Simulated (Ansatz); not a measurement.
**VSi2P4 monolayer in a perpendicular field**

What dipole does a perpendicular field induce in the VSi2P4 monolayer? A positive field points along +c.

Method: plane-wave DFT, PBE-D3(BJ), Ansatz PAW (set soft_1); PAW set soft_1, in Ansatz 0.2.0.

**1. The starting structure**

The cell holds 7 atoms: 4 P, 2 Si and 1 V. Its edges and angles: a = 3.480 Å, b = 3.480 Å, c = 47.432 Å, α = 90.0°, β = 90.0°, γ = 120.0°. Vacuum lies along c.

As a file:

```cif
data_structure
_symmetry_space_group_name_H-M 'P 1'
_symmetry_Int_Tables_number 1
_cell_length_a 3.4800
_cell_length_b 3.4800
_cell_length_c 47.4318
_cell_angle_alpha 90.000
_cell_angle_beta 90.000
_cell_angle_gamma 120.000
_cell_volume 497.46
loop_
_atom_site_label
_atom_site_type_symbol
_atom_site_fract_x
_atom_site_fract_y
_atom_site_fract_z
_atom_site_occupancy
P1 P 0.00000 0.00000 0.41323 1
Si2 Si 0.33333 0.66667 0.42681 1
P3 P 0.33333 0.66667 0.47130 1
V4 V 0.00000 0.00000 0.50000 1
P5 P 0.33333 0.66667 0.52870 1
Si6 Si 0.33333 0.66667 0.57319 1
P7 P 0.00000 0.00000 0.58677 1
```

**2. Relaxation**

The starting cell is a guess, so the in-plane lattice and the atoms are relaxed first, with the slab cut off from its images along the normal.

input.yaml

```yaml
crystal:
  lattice:
    - [3.48, 0.0, 0.0]
    - [-1.74, 3.0137684052, 0.0]
    - [0.0, 0.0, 47.4317629167]
  atoms:
    - { symbol: P, position: [0.0, 0.0, 0.413225206] }
    - { symbol: Si, position: [0.3333333333, 0.6666666667, 0.4268118344] }
    - { symbol: P, position: [0.3333333333, 0.6666666667, 0.4712967928] }
    - { symbol: V, position: [0.0, 0.0, 0.5], spin: 1.0 }
    - { symbol: P, position: [0.3333333333, 0.6666666667, 0.5287032072] }
    - { symbol: Si, position: [0.3333333333, 0.6666666667, 0.5731881656] }
    - { symbol: P, position: [0.0, 0.0, 0.586774794] }
  periodic: [true, true, false]
magnetization:
  spin_polarized: true
kpoints:
  mp_grid: { grid: [12, 12, 1] }
hamiltonian:
  xc: pbe
  dispersion: d3bj
  pseudopotentials: { kind: paw, azcp: { folder: soft_1 } }
scf:
  occupations: { method: fermi_dirac, width: 0.05 }
  convergence: { dr2_threshold: 1.0e-09 }
relax:
  f_tol: 0.004
  max_steps: 90
  cell: {}
output:
  write_potential: true
  write_density: true
  volumetric_format: npy
```

Command:

```console
> ansatz run input.yaml --threads 2 --pin off --max-ram 3072MiB --backend cpu --events-out ev --progress --plain --runs-dir out
```

Numbers of over 12 decimals in the logs are rounded to 6 here.

The program printed:

```text
Warning: relax.cell: scf.convergence.dr2_threshold = 1e-9 eV is looser than the 2.10591438332e-10 eV advised for a relaxation that steers and ends on the stress (1e-10 eV for each atom of the cell: 7, times the square of relax.cell.stress_2d_tol = 0.05 N/m over 18.2 Å (the atoms' height at the walk's start and 5 Å past either face), 2.742e-2 GPa, over a crystal's default 0.05). What an SCF threshold leaves in a stress goes as its square root, and in the free energy as the threshold itself, and one threshold admits the most on a small cell: [figures from the program's tests cut] Set scf.convergence.dr2_threshold to 2.10591438332e-10 eV or tighter. [rest of the remark cut]
Engine: ansatz 0.2.0, aarch64-unknown-linux-gnu
Pseudopotentials: kind: paw
Pseudopotential: P, paw, valence charge 5, recommended cutoff 420 eV (normal), soft_1/P.paw.azcp
Pseudopotential: Si, paw, valence charge 4, recommended cutoff 420 eV (normal), soft_1/Si.paw.azcp
Pseudopotential: V, paw, valence charge 13, recommended cutoff 420 eV (normal), soft_1/V.paw.azcp
Functional definition: PBE
  parameter kappa = 0.804
  parameter beta = 0.066725
  exchange = pbe_x(kappa = kappa, mu = beta*pi^2/3)
  correlation = pbe_c(beta = beta)
Crystal: 7 atoms, lattice volume = 497.460 Å³
Basis set: ecut = 420 eV, 9681 PW (Γ), exchange–correlation on 48×48×640 points (8 copies of the dense FFT grid, shifted against one another)
Bands: 28, of which v1, the nominal top of the filled ones, is band 21 counted from 1 (20 counted from 0)
Symmetry: 12 space group operations
Space group: P-6m2 (ITA 187), of the structure as read, at distance tolerance 7.9e-5 Å
Magnetic group: BNS 187.209 (UNI 1439), of the structure as read, at distance tolerance 7.9e-5 Å
k-points: 19 of 144 (time reversal used)
Non-local potential: P, projectors of the file, l = 0: 2, l = 1: 2, l = 2: 1
Non-local potential: Si, projectors of the file, l = 0: 2, l = 1: 2, l = 2: 1
Non-local potential: V, projectors of the file, l = 0: 3, l = 1: 2, l = 2: 3, l = 3: 1
PAW form: soft (Blöchl's): semilocal exchange-correlation on the pseudo side does not see the compensation charge
PAW one-centre angular grid: P, 110 points (default); XC on 64 Gauss nodes
PAW one-centre angular grid: Si, 110 points (default); XC on 64 Gauss nodes
PAW one-centre angular grid: V, 590 points (default); XC on 64 Gauss nodes
Initial density: superposition of atomic densities (neutral atoms: chi_scale 0, normalization atom)
Starting moments: Σ|m| = 1 μB on 1 of 7 sites
Initial wavefunctions: pseudopotential atomic-orbital guess
Functional: x = pbe(κ = 0.804, μ = 0.219515), c = pbe(β = 0.066725)
SCF iter   1: F=—  HF=-7210.989843 eV  |F-HF|=—  |Δ(HF+E_count)|=         —  Δρ=1.57e-2 (↑1.57e-2 ↓1.45e-2)  dr2=5.73e0  dr2_m=4.00e-2  M=0.828 μB ∫|m|=0.999 μB  β_m=0.30  ethr=3.10e-3  ⟨swp⟩=19.6  Hψ=10787  notcnv=0  defer=1
Mixer restart at iter 1: flushing history
preconditioner: auto → LDOS  [metal: Δε(μ)=0.021 eV  Ē_g=8.235 eV  σ=0.050 eV  W_gap=0.10  n_scr=26 (ndim 8)  ℏωp=9.6 eV  f_vac=0.731  D(μ)=1.51/eV (n_scr^D=10)]
spin=Collinear: LDOS preconditioning applied to the charge; magnetization (m = ρ↑ − ρ↓) channel mixes plain (no charge-response kernel on spin).
SCF iter   2: F=—  HF=-7209.591847 eV  |F-HF|=—  |Δ(HF+E_count)|=    1.40e0  Δρ=9.18e-3 (↑9.18e-3 ↓9.12e-3)  dr2=1.37e0  dr2_m=1.76e-2  M=0.857 μB ∫|m|=1.034 μB  β_m=0.45  ethr=3.10e-3  ⟨swp⟩=4.7  Hψ=2741  notcnv=0  defer=52
SCF iter   3: F=—  HF=-7209.334159 eV  |F-HF|=—  |Δ(HF+E_count)|=   2.58e-1  Δρ=3.19e-3 (↑2.91e-3 ↓3.19e-3)  dr2=1.16e-1  dr2_m=3.29e-3  M=0.885 μB ∫|m|=1.070 μB  β_m=0.54  ethr=3.10e-3  ⟨swp⟩=3.7  Hψ=2019  notcnv=0  defer=52
SCF iter   4: F=—  HF=-7209.363048 eV  |F-HF|=—  |Δ(HF+E_count)|=         —  Δρ=8.31e-4 (↑6.05e-4 ↓8.31e-4)  dr2=5.10e-3  dr2_m=1.08e-3  M=0.921 μB ∫|m|=1.125 μB  β_m=0.54  ethr=2.83e-4  ⟨swp⟩=5.0  Hψ=2880  notcnv=0  defer=49
SCF iter   5: F=—  HF=-7209.368609 eV  |F-HF|=—  |Δ(HF+E_count)|=   5.56e-3  Δρ=4.76e-4 (↑4.16e-4 ↓4.76e-4)  dr2=6.95e-4  dr2_m=6.68e-4  M=0.934 μB ∫|m|=1.147 μB  β_m=0.66  ethr=1.24e-5  ⟨swp⟩=3.3  Hψ=2386  notcnv=0  defer=47
SCF iter   6: F=—  HF=-7209.369965 eV  |F-HF|=—  |Δ(HF+E_count)|=   1.36e-3  Δρ=2.50e-4 (↑2.34e-4 ↓2.50e-4)  dr2=4.92e-4  dr2_m=2.24e-4  M=0.940 μB ∫|m|=1.161 μB  β_m=0.79  ethr=1.70e-6  ⟨swp⟩=3.5  Hψ=2436  notcnv=0  defer=47
SCF iter   7: F=—  HF=-7209.370346 eV  |F-HF|=—  |Δ(HF+E_count)|=   3.81e-4  Δρ=6.20e-5 (↑6.20e-5 ↓5.14e-5)  dr2=8.82e-5  dr2_m=8.41e-6  M=0.947 μB ∫|m|=1.177 μB  β_m=0.84  ethr=1.20e-6  ⟨swp⟩=2.5  Hψ=2002  notcnv=0  defer=47
SCF iter   8: F=—  HF=-7209.370246 eV  |F-HF|=—  |Δ(HF+E_count)|=   1.00e-4  Δρ=3.02e-5 (↑1.24e-5 ↓3.02e-5)  dr2=1.46e-5  dr2_m=7.88e-7  M=0.947 μB ∫|m|=1.179 μB  β_m=0.76  ethr=2.15e-7  ⟨swp⟩=3.1  Hψ=2102  notcnv=0  defer=47
SCF iter   9: F=—  HF=-7209.370250 eV  |F-HF|=—  |Δ(HF+E_count)|=   3.92e-6  Δρ=1.28e-5 (↑1.28e-5 ↓7.89e-6)  dr2=6.65e-7  dr2_m=4.08e-7  M=0.947 μB ∫|m|=1.180 μB  β_m=0.77  ethr=3.56e-8  ⟨swp⟩=3.4  Hψ=2067  notcnv=0  defer=47
SCF iter  10: F=—  HF=-7209.370250 eV  |F-HF|=—  |Δ(HF+E_count)|=   1.35e-7  Δρ=3.72e-6 (↑1.79e-6 ↓3.72e-6)  dr2=1.89e-7  dr2_m=1.28e-8  M=0.948 μB ∫|m|=1.180 μB  β_m=0.78  ethr=1.62e-9  ⟨swp⟩=3.4  Hψ=2415  notcnv=0  defer=47
SCF iter  11: F=—  HF=-7209.370250 eV  |F-HF|=—  |Δ(HF+E_count)|=   1.27e-7  Δρ=1.46e-6 (↑1.46e-6 ↓7.67e-7)  dr2=2.69e-8  dr2_m=2.11e-9  M=0.948 μB ∫|m|=1.181 μB  β_m=0.70  ethr=4.60e-10  ⟨swp⟩=3.3  Hψ=2212  notcnv=0  defer=47
SCF iter  12: F=—  HF=-7209.370250 eV  |F-HF|=—  |Δ(HF+E_count)|=   1.00e-7  Δρ=3.93e-7 (↑3.93e-7 ↓3.34e-7)  dr2=6.39e-9  dr2_m=4.23e-10  M=0.948 μB ∫|m|=1.181 μB  β_m=0.65  ethr=6.57e-11  ⟨swp⟩=3.7  Hψ=2521  notcnv=0  defer=47
SCF iter  13: F=-7209.370250 eV  HF=-7209.370250 eV  |F-HF|=4.29e-9  |Δ(HF+E_count)|=   1.21e-9  Δρ=3.21e-7 (↑3.21e-7 ↓1.53e-7)  dr2=9.33e-10  dr2_m=1.38e-10  M=0.948 μB ∫|m|=1.181 μB  ethr=2.44e-12  ⟨swp⟩=11.0  Hψ=9199  notcnv=0
SCF 1 converged in 13 iterations: F = -7209.370250 eV  dr2 = 9.33e-10
  greatest PAW one-centre occupation: 1.000 electrons in one spin orbital (limit 2), on the V atom at site 3 (counted from 0), in its partial waves of l = 0
relax step   1: F+E_penalty+E_count = -7209.37025032 eV  Δ(F+E_penalty+E_count) = +0.000e0 eV  max|allowed force component| = 3.513e0 eV/Å  Δτ_max = 0.0000 Å  P = +9.816 N/m  Ω = 497.460 Å³  fix = [c, alpha, beta]  reactions: c +0.000 N/m  (13 SCF iters, accepted)
Crystal: 7 atoms, lattice volume = 499.036 Å³
[...]
relax step   5: F+E_penalty+E_count = -7211.15028586 eV  Δ(F+E_penalty+E_count) = -2.164e-4 eV  max|allowed force component| = 5.909e-3 eV/Å  Δτ_max = 0.0028 Å  P = -0.038 N/m  Ω = 483.548 Å³  energy of the carried Pulay correction = +5.987e-4 eV  fix = [c, alpha, beta]  reactions: c -0.000 N/m  (8 SCF iters, accepted)
[...]
relax step   6: F+E_penalty+E_count = -7211.15029226 eV  Δ(F+E_penalty+E_count) = -6.391e-6 eV  max|allowed force component| = 1.205e-2 eV/Å  Δτ_max = 0.0010 Å  P = -0.015 N/m  Ω = 483.389 Å³  energy of the carried Pulay correction = +6.057e-4 eV  fix = [c, alpha, beta]  (7 SCF iters, rejected (line search))
[...]
relax step   7: F+E_penalty+E_count = -7211.15029756 eV  Δ(F+E_penalty+E_count) = -1.170e-5 eV  max|allowed force component| = 3.723e-4 eV/Å  Δτ_max = 0.0004 Å  P = -0.013 N/m  Ω = 483.425 Å³  energy of the carried Pulay correction = +6.041e-4 eV  fix = [c, alpha, beta]  reactions: c -0.000 N/m  (7 SCF iters, accepted)
Initial wavefunctions: pseudopotential atomic-orbital guess (no wavefunctions were taken with the density)
iter 1 solved again at ethr=2.67e-7 eV; its pass at ethr=3.10e-3 eV (dr2=1.09e-4 eV) is discarded
SCF iter   1: F=—  HF=-7211.149764 eV  |F-HF|=—  |Δ(HF+E_count)|=         —  Δρ=1.05e-5 (↑1.05e-5 ↓7.49e-6)  dr2=1.88e-6  dr2_m=2.75e-8  M=0.822 μB ∫|m|=0.986 μB  β_m=0.65  ethr=2.67e-7  ⟨swp⟩=6.7  Hψ=15313  notcnv=0
preconditioner: auto → LDOS  [metal: Δε(μ)=0.048 eV  Ē_g=7.631 eV  σ=0.050 eV  W_gap=0.24  n_scr=24 (ndim 8)  ℏωp=9.7 eV  f_vac=0.717  D(μ)=1.57/eV (n_scr^D=10)]
spin=Collinear: LDOS preconditioning applied to the charge; magnetization (m = ρ↑ − ρ↓) channel mixes plain (no charge-response kernel on spin).
SCF iter   2: F=—  HF=-7211.149720 eV  |F-HF|=—  |Δ(HF+E_count)|=   4.44e-5  Δρ=4.47e-6 (↑4.47e-6 ↓3.64e-6)  dr2=3.37e-7  dr2_m=1.69e-9  M=0.822 μB ∫|m|=0.986 μB  β_m=0.57  ethr=4.60e-9  ⟨swp⟩=3.1  Hψ=2263  notcnv=0
SCF iter   3: F=—  HF=-7211.149720 eV  |F-HF|=—  |Δ(HF+E_count)|=   2.56e-7  Δρ=1.52e-6 (↑1.19e-6 ↓1.52e-6)  dr2=1.61e-8  dr2_m=2.07e-9  M=0.822 μB ∫|m|=0.986 μB  β_m=0.65  ethr=8.21e-10  ⟨swp⟩=1.9  Hψ=1482  notcnv=0
SCF iter   4: F=—  HF=-7211.149721 eV  |F-HF|=—  |Δ(HF+E_count)|=   4.05e-7  Δρ=6.74e-7 (↑5.10e-7 ↓6.74e-7)  dr2=7.01e-9  dr2_m=7.02e-10  M=0.822 μB ∫|m|=0.986 μB  β_m=0.67  ethr=3.92e-11  ⟨swp⟩=3.4  Hψ=2347  notcnv=0
SCF iter   5: F=—  HF=-7211.149721 eV  |F-HF|=—  |Δ(HF+E_count)|=   8.00e-8  Δρ=3.33e-7 (↑2.98e-7 ↓3.33e-7)  dr2=4.42e-9  dr2_m=2.55e-10  M=0.822 μB ∫|m|=0.986 μB  β_m=0.62  ethr=1.71e-11  ⟨swp⟩=2.5  Hψ=1708  notcnv=0
SCF iter   6: F=-7211.149721 eV  HF=-7211.149721 eV  |F-HF|=1.24e-9  |Δ(HF+E_count)|=   1.55e-8  Δρ=9.11e-8 (↑8.48e-8 ↓9.11e-8)  dr2=2.73e-10  dr2_m=2.38e-11  M=0.822 μB ∫|m|=0.986 μB  ethr=2.44e-12  ⟨swp⟩=14.0  Hψ=9429  notcnv=0
SCF 8 converged in 6 iterations: F = -7211.149721 eV  dr2 = 2.73e-10
relax step   8: F+E_penalty+E_count = -7211.14972065 eV  Δ(F+E_penalty+E_count) = +5.769e-4 eV  max|allowed force component| = 6.791e-4 eV/Å  Δτ_max = 0.0000 Å  P = -0.015 N/m  Ω = 483.425 Å³  fix = [c, alpha, beta]  reactions: c -0.000 N/m  stress off target by 1.54e-2 N/m on what of the cell is left free  SCF on the basis re-selected at this cell (its energy is not comparable with the rows above)  (6 SCF iters)
basis re-selected at this cell: Δ(F+E_penalty+E_count) = +5.769e-4 eV, ΔP = -0.003 N/m vs the last step (what re-selecting the basis moved, of the pressure what is left beyond the Pulay correction that the steps carried, after the strain that the cell walked since its last selection, with what the two solves' SCF thresholds leave and, on support functions, any second-order correction that the steps lacked; it is no m [...]
WARN: The output density's exchange-correlation potential varies sharply where the density is thin. Do not read a vacuum level from v_tot or v_xc, or from such a field of the output density. On a cell that repeats whose density bears no net charge and no dipole along the vacuum's axis use v_es (v_loc + v_h of the components); under efield.dipole_correction with no amplitude use v_es + v_field, which holds any externa [...]
SCF converged after 6 iterations
Magnetization: 0.8220 μB (20.9110 up, 20.0890 down)
Absolute magnetization: 0.9868 μB (∫|ρ↑−ρ↓|, with the PAW one-centre terms)
Spin contamination: 0.0163 ħ² per cell (⟨S²⟩ above its minimum at these occupations)
Per-site moments (μB) at R_I (Å): [(0.00199168, 0.922700), (0.00750549, 0.922700), (-0.025577, 0.925302), (0.653573, 0.990946), (-0.025577, 0.925302), (0.00750549, 0.922700), (0.00199168, 0.922700)]
Free energy (F): -7211.149721 eV
Harris-Foulkes:  -7211.149721 eV  (|F-HF|=1.24e-9)
Internal energy: -7211.137028 eV  (E = F + TS)
E sigma→0 (E₀):  -7211.143375 eV
Entropy (-TS):   -0.012692 eV (-1.813 meV/atom)
Fermi energy:    -5.440202 eV
--- Per-component energies (eV) ---
  E_band       = -744.685770
  E_kinetic    = 657.026976
  E_local      = -129071.833850  (includes V_loc(G=0)·N_el)
  E_nonlocal   = 256.917257
  E_hartree    = 64073.903696
  E_xc         = -521.351466
  E_vxc        = -487.411789  (∫ρ·V_xc dr)
  E_paw        = -4381.971727  (= ΣΔE_a)
  E_vpaw       = -247.197106  (= ΣTr[D̂ρ^β])
  E_aug_tail   = 0.001118  (compensation charges beyond the density's cutoff)
  E_ewald      = 61778.609828
  E_disp       = -2.438861  (pairwise vdW)
  E_smearing   = -0.012692  (= −TS)
  E_closure    = 0.000000  (closes the sum)
  Σ components = -7211.149721   (vs F -7211.149721, Δ=0.00e0)
--- Forces (eV/Å), atoms counted from 1 ---
  atom   1  P     -0.00000000     0.00000000     0.00012537
  atom   2  Si     0.00000000    -0.00000000    -0.00037611
  atom   3  P     -0.00000000     0.00000000    -0.00067912
  atom   4  V      0.00000000     0.00000000    -0.00000000
  atom   5  P     -0.00000000     0.00000000     0.00067912
  atom   6  Si    -0.00000000    -0.00000000     0.00037611
  atom   7  P     -0.00000000     0.00000000    -0.00012537
  max |Σ_I F_I| component: 4.16e-16 eV/Å
--- 2D stress c σ (N/m, compression-positive) ---
       -0.015400       0.000000       0.000000
        0.000000      -0.015400       0.000000
        0.000000       0.000000       0.000000
  P = ½ c Tr σ = -0.0154 N/m
--- Band table (eV; the first three rows and the last of 38) ---
  k-point 0 ↑: bands = [... 17 lower, -6.1095, -5.8938, -5.8938, -5.4207, -2.6647, -2.6647, -2.4979, -2.4979, ... 3 higher]
  k-point 1 ↑: bands = [... 17 lower, -6.3083, -6.0170, -5.9803, -5.4197, -2.9220, -2.8175, -2.5285, -2.5259, ... 3 higher]
  k-point 2 ↑: bands = [... 17 lower, -6.6966, -6.2881, -6.1827, -5.5494, -3.3861, -3.2966, -2.8053, -2.2793, ... 3 higher]
  k-point 18 ↓: bands = [... 17 lower, -7.9742, -6.8667, -6.2219, -4.7133, -3.8774, -3.7430, -3.5701, -3.0243, ... 3 higher]
  the weakly bound empty levels are not read free of the cell's end (no_gap_told)
--- Relaxed structure (7 steps of the walk, 6 accepted, 1 SCFs on fresh bases) ---
  F+E_penalty+E_count = -7211.14972065 eV   max|allowed force component| = 6.791e-4 eV/Å   (the final SCF, on the basis selected at the relaxed cell)
  cell:  # Å, volume = 483.4249 Å³
    - [3.430556, 0.0, 0.0]
    - [-1.715278, 2.970949, 0.0]
    - [0.0, 0.0, 47.4317629167]
  atoms:
    - { symbol: P, position: [1.0573552618554996e-17, -5.135725556199062e-17, 0.402131] }
    - { symbol: Si, position: [0.333333, 0.666667, 0.424047] }
    - { symbol: P, position: [0.333333, 0.666667, 0.471339] }
    - { symbol: V, position: [1.0573552618554996e-17, -5.135725556199062e-17, 0.5] }
    - { symbol: P, position: [0.333333, 0.666667, 0.528661] }
    - { symbol: Si, position: [0.333333, 0.666667, 0.575953] }
    - { symbol: P, position: [1.0573552618554996e-17, -5.135725556199062e-17, 0.597869] }
```

The job ended after 4.8 min (2 threads of Arm Neoverse V1, shared host; peak memory 0.9 GiB; 9.5 min of CPU time).

Relaxation path:

```csv
step,energy less that of the first step (eV),largest force component (eV/Å),volume (Å³)
1,0.0000,3.5130,497.46
2,-1.2940,1.8351,499.04
3,-1.6814,0.6784,492.15
4,-1.7798,0.0272,484.27
5,-1.7800,0.0059,483.55
6,-1.7800,0.0120,483.39
7,-1.7800,0.0004,483.42
8*,-1.7795,0.0007,483.42
```

Relaxation steps marked * repeat the geometry before them on a plane-wave basis chosen anew for their cell, so energy and pressure can jump there. Relaxation step 6 was tried and not accepted.

The run keeps the 12 symmetry operations that it works with, so distortions that break them were not tested.

```
cell as run  before  after  change
      a (Å)   3.480  3.431  -1.4 %
      b (Å)   3.480  3.431  -1.4 %
```

The atoms that moved most (Å, along periodic axes as changes of fractional coordinates times the final cell, across vacuum about the mean position):

```
atom     dx     dy      dz  length
  P1  0.000  0.000  -0.526   0.526
  P7  0.000  0.000   0.526   0.526
 Si6  0.000  0.000   0.131   0.131
 Si2  0.000  0.000  -0.131   0.131
```

Final coordinates:

```cif
data_structure
_symmetry_space_group_name_H-M 'P 1'
_symmetry_Int_Tables_number 1
_cell_length_a 3.4306
_cell_length_b 3.4306
_cell_length_c 47.4318
_cell_angle_alpha 90.000
_cell_angle_beta 90.000
_cell_angle_gamma 120.000
_cell_volume 483.42
loop_
_atom_site_label
_atom_site_type_symbol
_atom_site_fract_x
_atom_site_fract_y
_atom_site_fract_z
_atom_site_occupancy
P1 P 0.00000 0.00000 0.40213 1
Si2 Si 0.33333 0.66667 0.42405 1
P3 P 0.33333 0.66667 0.47134 1
V4 V 0.00000 0.00000 0.50000 1
P5 P 0.33333 0.66667 0.52866 1
Si6 Si 0.33333 0.66667 0.57595 1
P7 P 0.00000 0.00000 0.59787 1
```

Numbers from this step:

```yaml
energy_at_zero_smearing: -7211.1434 eV
total_moment: 0.8220 μB
site_moments: 0.001992, 0.007505, -0.02558, 0.6536, -0.02558, 0.007505, 0.001992 μB
```

Site moment by atom:

```csv
atom,site moment (μB)
P1,0.002
Si2,0.008
P3,-0.026
V4,0.654
P5,-0.026
Si6,0.008
P7,0.002
```

The lattice constant a goes from 3.480 to 3.431 Å.

(Part 1 of 3 ends here.)

[Logs are printed without paths, hosts, clocks, repeated set-up lines and the standing remarks that a program may print on its own settings, such as how far it seeks lower states.]

[Hosts, paths, dates, database ids (printed as entryN), source tags and the programs' standing remarks are cut or masked in the printed files.]

[Maps of the electrostatic potential energy from Ansatz leave out the sawtooth potential of an applied field or a dipole correction, so their vacuum need not be flat; planar profiles and work functions include it.]
